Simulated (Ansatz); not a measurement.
## What strain does to BaTe (rocksalt)

BaTe (rocksalt), relaxed with r2SCAN in Ansatz. The symmetry is Fm-3m (No. 225, cubic); a = 7.065 Å in the conventional setting, 44.08 Å³ an atom. Around Ba lie 6 Te at 3.53 Å; around Te lie 6 Ba at 3.53 Å.

The axes x, y and z are those of this cell:
```yaml
crystal:
  lattice:
    - [0.00000, 3.53239, 3.53239]
    - [3.53239, 0.00000, 3.53239]
    - [3.53239, 3.53239, 0.00000]
  atoms:
    - { symbol: Ba, position: [0.00000, 0.00000, 0.00000] }
    - { symbol: Te, position: [0.50000, 0.50000, 0.50000] }
```

Unstrained: PBE gives an indirect gap of 1.655 eV, from Γ to X; the least direct gap is 2.009 eV at X. With r2SCAN the valence top lies at Γ and the conduction bottom at X, 2.004 eV higher; the smallest vertical gap, at X, is 2.365 eV. With HSE06 the valence top lies at Γ and the conduction bottom at X, 2.347 eV higher; the smallest vertical gap, at X, is 2.752 eV. Meshes: PBE 6×6×6, r2SCAN 6×6×6, HSE06 4×4×4. Strains are changes of length per length. After each strain the atoms were relaxed again with r2SCAN within the symmetry that the strain leaves, so tilts or polar shifts that break it weren't tested; points keep the names that they have in the unstrained zone. (Simulation; spin polarisation is off.)

Changes of the least gap in eV (an overlap counts as a negative gap):
```
                                                                    strain  volume change (%)  space group     PBE  r2SCAN   HSE06  energy rise, r2SCAN (meV/atom)
                                        biaxial +4.09 % in x and y, z held               +8.3       I4/mmm  +0.090  +0.079  +0.102                            32.7
             epitaxial +4.25 % in the xy plane, free normal strain -1.12 %               +7.5       I4/mmm  +0.058  +0.045  +0.070                            33.7
epitaxial -4.56 % in the plane normal to [111], free normal strain +4.27 %               -5.0         R-3m  -0.245  -0.251  -0.263                            28.9
```

Biaxial +4.09 % in x and y, z held. HSE06: the gap goes from 2.347 to 2.449 eV (+0.102 eV); with r2SCAN the top three valence levels at Γ, degenerate before, become 1+2 from the top over 63 meV. Stress change with r2SCAN, compression positive: xx -2.54, yy -2.54, zz -0.75 GPa.

Epitaxial +4.25 % in the xy plane, free normal strain -1.12 %. HSE06: the gap goes from 2.347 to 2.417 eV (+0.070 eV); with r2SCAN the top three valence levels at Γ, degenerate before, become 1+2 from the top over 91 meV. Stress change with r2SCAN, compression positive: xx -2.53, yy -2.53, zz +0.03 GPa.

Epitaxial -4.56 % in the plane normal to [111], free normal strain +4.27 %. HSE06: the gap goes from 2.347 to 2.084 eV (-0.263 eV); with r2SCAN the top three valence levels at Γ, degenerate before, become 2+1 from the top over 328 meV. Stress change with r2SCAN, compression positive: xx +1.63, yy +1.63, zz +1.63, xy -0.80, xz -0.80, yz -0.80 GPa.

No spin-orbit coupling is included; it can move band edges with weight on the heavy atoms by tenths of an eV.

The meshes of the hybrids are coarse, so their gaps aren't converged to the digits shown.

The splittings at Γ are without spin-orbit coupling, which regroups them where it is of like size or larger.
